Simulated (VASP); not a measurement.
Set up this calculation in VASP 6.6.1, as the native input.

```
Task                   : relaxation of cell and atoms
Functional             : r2SCAN
Potentials or basis    : VASP PAW PBE potentials, release 64 (Ru_pv)
Cutoff                 : 600 eV
k mesh                 : 10 × 10 × 6
Occupations            : fermi-dirac, width 0.05 eV
Spin                   : no spin polarisation
Ladder                 : gaps
Further INCAR settings : ALGO = Normal; EDIFF = 1e-07; IBRION = 2; EDIFFG = -0.02; NSW = 40; ISIF = 3
```

The structure of Ru lies in POSCAR:

```
Ru
1.0
    2.7058000000      0.0000000000      0.0000000000
   -1.3529000000      2.3432915376      0.0000000000
    0.0000000000      0.0000000000      4.2819000000
Ru
2
Direct
    0.6666666667      0.3333333333      0.7500000000
    0.3333333333      0.6666666667      0.2500000000
```

The input as run:

INCAR

```
PREC     = Accurate       # precision mode
ENCUT    = 600            # plane-wave cutoff, eV
EDIFF    = 1E-7           # SCF threshold, eV
ISMEAR   = -1             # smearing method
SIGMA    = 0.05           # smearing width, eV
LREAL    = False          # projectors in reciprocal space
LASPH    = True           # aspherical terms in the spheres
NELM     = 80             # most SCF steps
ALGO     = Normal         # electronic algorithm
ISIF     = 3              # what is computed and relaxed
LWAVE    = False          # write WAVECAR
LCHARG   = False          # write CHGCAR
METAGGA  = R2SCAN         # meta-GGA
LMIXTAU  = True         
IBRION   = 2              # ionic algorithm
NSW      = 40             # ionic steps
EDIFFG   = -0.02          # ionic threshold
```

KPOINTS

```
regular mesh
0
Gamma
  10 10 6
```

Potentials or basis: VASP PAW PBE potentials, release 64 (Ru_pv).

Command:

```console
$ cat potpaw_PBE.64/Ru_pv/POTCAR > POTCAR
$ mpirun -np 1 vasp_std > vasp.out
```

It gave:

| Quantity | Value |
| --- | --- |
| Relaxed volume | 13.56 Å³/atom |
| Relaxed cell | a = 2.715 Å, b = 2.715 Å, c = 4.250 Å, α = 90.00°, β = 90.00°, γ = 120.00° |
| Space group after relaxing (to 0.05 Å) | P6_3/mmc (No. 194) |
| Energy gained by relaxing | 1.7 meV/atom |
| Ionic steps | 5 |
| Pressure after relaxing | 0.0 GPa |
| Band gap on the k mesh | none (metal or under the smearing width) |

Caveat: the PAW data sets were made with another functional, which shifts forces and pressure a little.

It took 3.9 min on 1 thread of Intel(R) Xeon(R) 6975P-C (Granite Rapids), on a shared host, peak memory 0.18 GiB.
